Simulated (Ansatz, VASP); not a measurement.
**Cross-check of CoO between VASP and Ansatz**

One calculation is typed for both programs; each brings its own data sets. How far apart do they land? The cell is taken from a series of runs on this material, whose earlier steps may have relaxed, scaled, displaced or heated it; both programs get it as it stands.

Method: plane waves, with VASP 6.6.1 beside it; single point at PBE, DFT+U, in Ansatz 0.2.0.

### Step 1. Starting point

The structure is trigonal, space group R-3m (No. 166). The conventional cell has a = 3.011 Å, b = 3.011 Å, c = 7.320 Å, α = 90.00°, β = 90.00°, γ = 120.00°. Co has 6 O at 2.12 Å nearest. O has 6 Co at 2.12 Å nearest. Farther neighbours and most contacts between anions are not listed.

Structure file:

```cif
data_structure
_symmetry_space_group_name_H-M 'P 1'
_symmetry_Int_Tables_number 1
_cell_length_a 2.9959
_cell_length_b 2.9959
_cell_length_c 2.9959
_cell_angle_alpha 60.333
_cell_angle_beta 60.333
_cell_angle_gamma 60.333
_cell_volume 19.16
loop_
_atom_site_label
_atom_site_type_symbol
_atom_site_fract_x
_atom_site_fract_y
_atom_site_fract_z
_atom_site_occupancy
Co1 Co 0.00000 0.00000 0.00000 1
O2 O 0.50000 0.50000 0.50000 1
```

### Step 2. Ansatz: single point, PBE, DFT+U

Ansatz runs on its default PAW (the set named soft_2) files.

With cell and atoms fixed, the geometry can't cause a difference; cores, projectors, grids and the points listed under the comparison can.

Contents of input.yaml:

```yaml
crystal:
  lattice:
    - [1.505469545, 0.869183247, 2.439926906]
    - [-1.505469545, 0.869183247, 2.439926906]
    - [0.0, -1.738366494, 2.439926906]
  atoms:
    - { symbol: Co, position: [0.0, 0.0, 0.0], spin: 3.0 }
    - { symbol: O, position: [0.5, 0.5, 0.5] }
magnetization:
  spin_polarized: true
kpoints:
  mp_grid: { grid: [10, 10, 10] }
hamiltonian:
  xc: pbe
  hubbard:
    sites: [{ species: Co, l: d, u_eff: 3.15 }]
    projectors: ortho-atomic
scf:
  occupations: { method: fermi_dirac, width: 0.05 }
output:
  eigenvalues: true
```

Run with:

```sh
> ansatz run input.yaml --threads 4 --pin off --max-ram 8192MiB --backend cpu --events-out ev --progress --plain --runs-dir out
```

Numbers of over 12 decimals in the logs are rounded to 6 here.

Log:

```text
Engine: ansatz 0.2.0, aarch64-unknown-linux-gnu
Pseudopotentials: kind: paw
Pseudopotential: Co, paw, valence charge 17, recommended cutoff 420 eV (normal), Co.paw.azcp
Pseudopotential: O, paw, valence charge 6, recommended cutoff 420 eV (normal), O.paw.azcp
Functional definition: PBE
  parameter kappa = 0.804
  parameter beta = 0.066725
  exchange = pbe_x(kappa = kappa, mu = beta*pi^2/3)
  correlation = pbe_c(beta = beta)
Crystal: 2 atoms, lattice volume = 19.156 Å³
Basis set: ecut = 420 eV, 339 PW (Γ)
Bands: 17, of which v1, the nominal top of the filled ones, is band 12 counted from 1 (11 counted from 0)
Symmetry: 12 space group operations
Space group: R-3m (ITA 166), of the structure as read, at distance tolerance 2.7e-5 Å
Magnetic group: BNS 166.97 (UNI 1327), of the structure as read, at distance tolerance 2.7e-5 Å
k-points: 116 of 1000
Non-local potential: Co, projectors of the file, l = 0: 3, l = 1: 2, l = 2: 3, l = 3: 1
Non-local potential: O, projectors of the file, l = 0: 2, l = 1: 2, l = 2: 1
PAW form: soft (Blöchl's): semilocal exchange-correlation on the pseudo side does not see the compensation charge
PAW one-centre angular grid: Co, 590 points (default); XC on 64 Gauss nodes
PAW one-centre angular grid: O, 110 points (default); XC on 64 Gauss nodes
Initial density: superposition of atomic densities (chi_scale 0.1, normalization cell, long waves kept (reshape's long-wave potential 0.00 eV rms))
Starting moments: Σ|m| = 3 μB on 1 of 2 sites
Initial wavefunctions: pseudopotential atomic-orbital guess
Functional: x = pbe(κ = 0.804, μ = 0.219515), c = pbe(β = 0.066725)
SCF iter   1: F=—  HF=-5691.914938 eV  |F-HF|=—  |Δ(HF+E_count)|=         —  Δρ=3.37e-1 (↑9.56e-2 ↓3.37e-1)  dr2=2.60e1  dr2_m=3.37e0  M=1.684 μB ∫|m|=1.684 μB  β_m=0.30  ethr=3.10e-3  ⟨swp⟩=5.6  Hψ=17209  notcnv=0
preconditioner: auto → none  [metal: Δε(μ)=0.002 eV  Ē_g=14.706 eV  σ=0.050 eV  W_gap=0.01  n_scr=8 (ndim 8)  ℏωp=32.9 eV  f_vac=0.000  D(μ)=3.96/eV (n_scr^D=64)  sad-step TF]
SCF iter   2: F=—  HF=-5690.235434 eV  |F-HF|=—  |Δ(HF+E_count)|=    1.68e0  Δρ=1.05e-1 (↑5.91e-2 ↓1.05e-1)  dr2=1.37e0  dr2_m=5.84e-1  M=3.000 μB ∫|m|=3.001 μB  β_m=1.00  ethr=3.10e-3  ⟨swp⟩=3.0  Hψ=10685  notcnv=0  defer=97
SCF iter   3: F=—  HF=-5690.127230 eV  |F-HF|=—  |Δ(HF+E_count)|=   1.08e-1  Δρ=3.49e-2 (↑3.49e-2 ↓3.16e-2)  dr2=3.02e-1  dr2_m=6.22e-3  M=3.000 μB ∫|m|=3.008 μB  β_m=1.00  ethr=3.10e-3  ⟨swp⟩=2.9  Hψ=9281  notcnv=0  defer=87
SCF iter   4: F=—  HF=-5690.359137 eV  |F-HF|=—  |Δ(HF+E_count)|=   2.32e-1  Δρ=1.45e-2 (↑1.12e-2 ↓1.45e-2)  dr2=3.39e-2  dr2_m=8.64e-3  M=2.948 μB ∫|m|=2.958 μB  β_m=0.30  ethr=1.31e-3  ⟨swp⟩=2.2  Hψ=7439  notcnv=0  defer=115
Mixer restart at iter 4: flushing history
spin-set hold released at iteration 4 (site moments contracting): the magnetisation degrees of freedom join the quasi-Newton model from the next iteration; the mixer history was flushed
SCF iter   5: F=—  HF=-5690.489364 eV  |F-HF|=—  |Δ(HF+E_count)|=   1.30e-1  Δρ=1.15e-2 (↑9.36e-3 ↓1.15e-2)  dr2=3.79e-2  dr2_m=8.61e-4  M=2.992 μB ∫|m|=3.005 μB  β_m=0.52  ethr=1.47e-4  ⟨swp⟩=2.5  Hψ=7672  notcnv=0  defer=138
SCF iter   6: F=—  HF=-5690.605219 eV  |F-HF|=—  |Δ(HF+E_count)|=   1.16e-1  Δρ=1.96e-2 (↑1.02e-2 ↓1.96e-2)  dr2=6.96e-2  dr2_m=2.00e-2  M=2.871 μB ∫|m|=2.885 μB  β_m=0.54  ethr=1.47e-4  ⟨swp⟩=2.1  Hψ=7444  notcnv=0  defer=139
SCF iter   7: F=—  HF=-5690.645696 eV  |F-HF|=—  |Δ(HF+E_count)|=   4.05e-2  Δρ=9.40e-3 (↑3.74e-3 ↓9.40e-3)  dr2=3.96e-3  dr2_m=5.51e-3  M=2.887 μB ∫|m|=2.904 μB  β_m=0.77  ethr=1.47e-4  ⟨swp⟩=2.0  Hψ=7983  notcnv=0  defer=149
SCF iter   8: F=—  HF=-5690.663742 eV  |F-HF|=—  |Δ(HF+E_count)|=   1.80e-2  Δρ=1.63e-2 (↑3.28e-3 ↓1.63e-2)  dr2=1.12e-2  dr2_m=1.33e-2  M=2.866 μB ∫|m|=2.883 μB  β_m=0.88  ethr=1.72e-5  ⟨swp⟩=1.6  Hψ=4464  notcnv=0  defer=149  recentre
SCF iter   9: F=—  HF=-5690.642294 eV  |F-HF|=—  |Δ(HF+E_count)|=   2.14e-2  Δρ=6.49e-3 (↑1.45e-3 ↓6.49e-3)  dr2=3.66e-3  dr2_m=2.04e-3  M=2.884 μB ∫|m|=2.900 μB  β_m=0.69  ethr=1.72e-5  ⟨swp⟩=2.5  Hψ=7623  notcnv=0  defer=149
[...]
SCF 1 converged in 15 iterations: F = -5690.642395 eV  dr2 = 7.67e-9
  greatest PAW one-centre occupation: 1.004 electrons in one spin orbital (limit 2), on the Co atom at site 0 (counted from 0), in its partial waves of l = 1
Following the negative reading down, search 1: the free energy F (with its fill's electron-count term) along its direction. At the converged state itself: F - F(close) = -3.247e-10 eV
  point 1 (+, 4.0e-4 eV away): F - F(close) = -1.575e-3 eV
  point 2 (+, 1.6e-3 eV away): F - F(close) = -6.552e-3 eV
  point 3 (+, 6.4e-3 eV away): F - F(close) = -2.815e-2 eV
  point 4 (+, 2.6e-2 eV away): F - F(close) = -1.196e-1 eV
  point 5 (+, 1.0e-1 eV away): F - F(close) = -3.614e-1 eV
  point 6 (+, 4.1e-1 eV away): F - F(close) = -5.653e-1 eV
  point 7 (+, 1.6e0 eV away): F - F(close) = -6.551e-1 eV
  point 8 (+, 6.6e0 eV away): F - F(close) = -5.745e-1 eV
  point 9 (-, 1.0e-1 eV away): F - F(close) = -1.096e-1 eV
  point 10 (-, 4.1e-1 eV away): F - F(close) = -1.372e-1 eV
  point 11 (-, 1.6e0 eV away): F - F(close) = -1.283e-1 eV
Initial density: handed on by an earlier stage of this run
Starting moments: Σ|m| = 3 μB on 1 of 2 sites; this step starts from the density that it was given
Initial wavefunctions: those handed on with the density
[...]
preconditioner: auto → none  [insulator: Δε(μ)=0.186 eV  Ē_g=14.729 eV  σ=0.050 eV  W_gap=0.68  n_scr=8 (ndim 8)  ℏωp=32.9 eV  f_vac=0.000  D(μ)=0.02/eV (n_scr^D=0)  ε∞_Penn≈6.0]
[...]
SCF iter   6: F=—  HF=-5691.385620 eV  |F-HF|=—  |Δ(HF+E_count)|=   9.19e-5  Δρ=3.71e-4 (↑3.01e-4 ↓3.71e-4)  dr2=4.67e-5  dr2_m=2.93e-6  M=3.000 μB ∫|m|=3.008 μB  β_m=0.82  ethr=1.21e-6  ⟨swp⟩=2.0  Hψ=5148  notcnv=0  defer=154
SCF iter   7: F=—  HF=-5691.385609 eV  |F-HF|=—  |Δ(HF+E_count)|=   1.10e-5  Δρ=4.37e-5 (↑2.98e-5 ↓4.37e-5)  dr2=5.68e-8  dr2_m=2.15e-7  M=3.000 μB ∫|m|=3.008 μB  β_m=0.91  ethr=4.35e-10  ⟨swp⟩=4.7  Hψ=17561  notcnv=0
iter 8 met the thresholds in force, and the SCF goes on: an eigenvalue changes by 0.86 meV, over its tolerance of 0.50 meV (output.eigenvalues, Limitations)
SCF iter   8: F=-5691.385609 eV  HF=-5691.385609 eV  |F-HF|=1.50e-8  |Δ(HF+E_count)|=   1.62e-7  Δρ=1.70e-5 (↑4.87e-6 ↓1.70e-5)  dr2=3.37e-8  dr2_m=1.46e-8  M=3.000 μB ∫|m|=3.008 μB  β_m=0.95  ethr=2.47e-10  ⟨swp⟩=3.4  Hψ=11566  notcnv=0
SCF iter   9: F=-5691.385609 eV  HF=-5691.385609 eV  |F-HF|=7.69e-10  |Δ(HF+E_count)|=   1.03e-8  Δρ=2.79e-6 (↑1.31e-6 ↓2.79e-6)  dr2=1.15e-9  dr2_m=4.58e-10  M=3.000 μB ∫|m|=3.008 μB  ethr=1.47e-10  ⟨swp⟩=1.0  Hψ=10524  notcnv=0
SCF 2 converged in 9 iterations: F = -5691.385609 eV  dr2 = 1.15e-9
The result is that of the SCF that stage 1 started: 0.74 eV lower in free energy than the state whose close was followed first; 15 iterations were spent on what was left
Symmetry: 4 space group operations
k-points: 282 of 1000
Initial density: read from a saved state, or passed on in memory by an earlier SCF of this step, an earlier step, the calling program or the single point that the run made first
Initial wavefunctions: those read from a saved state, or passed on in memory by an earlier step or the calling program
iter 1 solved again at ethr=5.03e-12 eV; its pass at ethr=4.35e-6 eV (dr2=1.16e-9 eV) is discarded
SCF iter   1: F=—  HF=-5691.385609 eV  |F-HF|=—  |Δ(HF+E_count)|=         —  Δρ=2.79e-6 (↑1.31e-6 ↓2.79e-6)  dr2=1.16e-9  dr2_m=4.57e-10  M=3.000 μB ∫|m|=3.008 μB  ethr=5.03e-12  ⟨swp⟩=1.0  Hψ=56699  notcnv=0
preconditioner: auto → none  [insulator: Δε(μ)=1.106 eV  Ē_g=14.800 eV  σ=0.050 eV  W_gap=1.00  n_scr=8 (ndim 8)  ℏωp=32.9 eV  f_vac=0.000  D(μ)=0.00/eV (n_scr^D=0)  ε∞_Penn≈5.9]
SCF iter   2: F=—  HF=-5691.385608 eV  |F-HF|=—  |Δ(HF+E_count)|=   6.65e-7  Δρ=7.06e-5 (↑5.52e-5 ↓7.06e-5)  dr2=1.26e-6  dr2_m=1.09e-7  M=3.000 μB ∫|m|=3.008 μB  ethr=4.35e-6  ⟨swp⟩=1.5  Hψ=44941  notcnv=0
SCF iter   3: F=—  HF=-5691.385609 eV  |F-HF|=—  |Δ(HF+E_count)|=   6.76e-7  Δρ=1.11e-5 (↑8.33e-6 ↓1.11e-5)  dr2=4.35e-8  dr2_m=7.25e-10  M=3.000 μB ∫|m|=3.008 μB  ethr=4.35e-10  ⟨swp⟩=1.8  Hψ=25090  notcnv=0
SCF iter   4: F=-5691.385609 eV  HF=-5691.385609 eV  |F-HF|=6.63e-10  |Δ(HF+E_count)|=   1.02e-8  Δρ=1.44e-6 (↑1.44e-6 ↓1.37e-6)  dr2=7.44e-10  dr2_m=1.89e-11  M=3.000 μB ∫|m|=3.008 μB  ethr=2.39e-10  ⟨swp⟩=1.0  Hψ=21432  notcnv=0
an SCF along what the orbitals of the run's state read of its open shells (or to have them read: on a GPU, or by another smearing), with 8 of the crystal's symmetry operations given up (282 k-points in place of 116), reached no lower state that the run goes on to. This is no proof of a minimum
SCF converged after 9 iterations
an eigenvalue changed by more than its tolerance at an iteration that met the thresholds in force, so the SCF went on 1 time: the last check found none over its tolerance
Magnetization: 3.0000 μB (13.0000 up, 10.0000 down)
Absolute magnetization: 3.0059 μB (∫|ρ↑−ρ↓|, with the PAW one-centre terms)
Spin contamination: 0.0032 ħ² per cell (⟨S²⟩ above its minimum at these occupations)
Per-site moments (μB) at R_I (Å): [(2.593542, 0.876039), (0.237405, 0.876039)]
Free energy (F): -5691.385609 eV
Harris-Foulkes:  -5691.385609 eV  (|F-HF|=7.69e-10)
Internal energy: -5691.385609 eV  (E = F + TS)
E sigma→0 (E₀):  -5691.385609 eV
Entropy (-TS):   -0.000000 eV (-0.000 meV/atom)
Fermi energy:    14.332180 eV
--- Per-component energies (eV) ---
  E_band       = -312.655202
  E_kinetic    = 617.757352
  E_local      = -3419.488071  (includes V_loc(G=0)·N_el)
  E_nonlocal   = 514.900957
  E_hartree    = 1403.838227
  E_xc         = -228.952801
  E_vxc        = -294.216559  (∫ρ·V_xc dr)
  E_hubbard    = 0.528344  (on-site DFT+U / exact-exchange correction)
  E_vhub       = -10.458895  (the Hubbard potential's part of the band-sum identity)
  E_paw        = -1677.287873  (= ΣΔE_a)
  E_vpaw       = -528.827166  (= ΣTr[D̂ρ^β])
  E_aug_tail   = 0.002532  (compensation charges beyond the density's cutoff)
  E_ewald      = -2902.684276
  E_smearing   = -0.000000  (= −TS)
  E_closure    = 0.000000  (closes the sum)
  Σ components = -5691.385609   (vs F -5691.385609, Δ=0.00e0)
--- Band table (eV; the first three rows and the last of 232) ---
  k-point 0 ↑: bands = [... 8 lower, 9.5950, 9.5950, 11.2233, 11.2366, 11.2366, 15.0733, 30.7259, 31.9740, ... 1 higher]
  k-point 1 ↑: bands = [... 8 lower, 9.3152, 9.6031, 10.8752, 11.5825, 11.6280, 15.8048, 28.9134, 31.6089, ... 1 higher]
  k-point 2 ↑: bands = [... 8 lower, 8.8525, 9.7545, 10.7055, 12.2881, 12.3703, 17.1873, 26.5738, 30.2939, ... 1 higher]
  k-point 115 ↓: bands = [... 8 lower, 12.0303, 12.0303, 15.9850, 17.7392, 17.7392, 19.4177, 24.5155, 27.8295, ... 1 higher]
Occupation matrices written to <dir>
```

Reading the cycles: dr2 is the Hartree energy of the density residual (eV), the measure of convergence; HF is the Harris–Foulkes estimate of the energy, which meets the free energy F at convergence.

(Part 1 of 2 ends here.)

[Lines on the potential files, build, host, timing and source positions are cut from VASP's logs without a mark.]

[Logs are printed without paths, hosts, clocks, repeated set-up lines and the standing remarks that a program may print on its own settings, such as how far it seeks lower states.]

[Hosts, paths, dates, database ids (printed as entryN), source tags and the programs' standing remarks are cut or masked in the printed files.]
